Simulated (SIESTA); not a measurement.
Wanted: the native input for a SIESTA 5.4.2 run.

```yaml
Task: single point
Functional: PBE
Potentials_or_basis: PseudoDojo 0.4 standard (PBE files)
Basis: DZP (energy shift 0.003 Ry; two zetas on semicore shells)
Grid_cutoff: 800 Ry
Energy_shift: 0.003 Ry
k_mesh: 8 × 8 × 8
Occupations: fermi-dirac, width 0.05 eV
Spin: collinear spin, ferromagnetic start
Starting_moments: "[3.0, 0.0] μB"
Fixed_moment: 2 μB
```

Crystal: FeO (Wuestite).

```
CELL_PARAMETERS angstrom
3.04820 0.00000 0.00000
1.52410 2.63982 0.00000
1.52410 0.87994 2.48884
ATOMIC_POSITIONS crystal
Fe 0.00000 0.00000 0.00000
O 0.50000 0.50000 0.50000
```

The input as run:

FeO.fdf

```
SystemName                      Wuestite
SystemLabel                     FeO
NumberOfSpecies                 2
NumberOfAtoms                   2
%block ChemicalSpeciesLabel
  1  26 Fe
  2   8 O
%endblock ChemicalSpeciesLabel

LatticeConstant                 3.0481959100 Ang
%block LatticeParameters
  1.0000000000 1.0000000000 1.0000000000 59.9999999998 59.9999999999 60.0000000003
%endblock LatticeParameters
AtomicCoordinatesFormat         Fractional
%block AtomicCoordinatesAndAtomicSpecies
     0.0000000000     0.0000000000     0.0000000000  1  Fe
     0.5000000000     0.5000000000     0.5000000000  2  O
%endblock AtomicCoordinatesAndAtomicSpecies

%block kgrid.MonkhorstPack
    8   0   0  0.0
    0   8   0  0.0
    0   0   8  0.0
%endblock kgrid.MonkhorstPack
XC.Functional                   GGA
XC.Authors                      PBE
PAO.BasisSize                   DZP
PAO.EnergyShift                 0.003 Ry
Mesh.Cutoff                     800 Ry
Spin                            polarized
%block DM.InitSpin
    1   3.000
    2   0.000
%endblock DM.InitSpin
Spin.Fix                        true
Spin.Total                      2.00
OccupationFunction              FD
ElectronicTemperature           0.05 eV
MaxSCFIterations                200
SCF.MustConverge                false
SCF.Mixer.Method                Pulay
SCF.Mixer.Weight                0.1
SCF.Mixer.History               10
SCF.DM.Tolerance                5.0e-05
SCF.H.Tolerance                 1.0e-03 eV
WriteForces                     true
Charge.Mulliken                 end
Charge.Hirshfeld                end
Charge.Voronoi                  end
SaveRho                         true
SaveElectrostaticPotential      true
%block PAO.Basis
  Fe 5
  n=3 0 2
    2.625 0.000
  n=4 0 2
    7.565 0.000
  n=3 1 2
    2.937 0.000
  n=4 1 1
    7.565
  n=3 2 2
    4.859 0.000
%endblock PAO.Basis
```

Potentials or basis: PseudoDojo 0.4 standard (PBE files), DZP (energy shift 0.003 Ry; two zetas on semicore shells).

Run with:

```sh
$ siesta FeO.fdf > FeO.out 2>&1
```

Results of the run:

| Item | Value |
| --- | --- |
| Pressure | -18.4 GPa |
| Net moment | 2.00 μB per cell |
| Site moments | Fe +2.06; O -0.06 μB |
| Hirshfeld charges | Fe +0.21; O -0.21 e |
| Voronoi charges | Fe +0.26; O -0.26 e |

Caveat: Mulliken charges of long-ranged orbitals can have an unphysical sign; short orbitals over semicore shells can move pressures by several GPa; the basis of atomic orbitals isn't converged, which shifts pressures, moduli and gaps; the total moment is fixed, so each spin has its own Fermi level; a cell with one magnetic atom can't hold antiferromagnetic order, which such compounds often take.

Wall time 61 s on 1 thread of Intel(R) Xeon(R) 6975P-C (Granite Rapids) (shared host), peak memory 0.28 GiB.
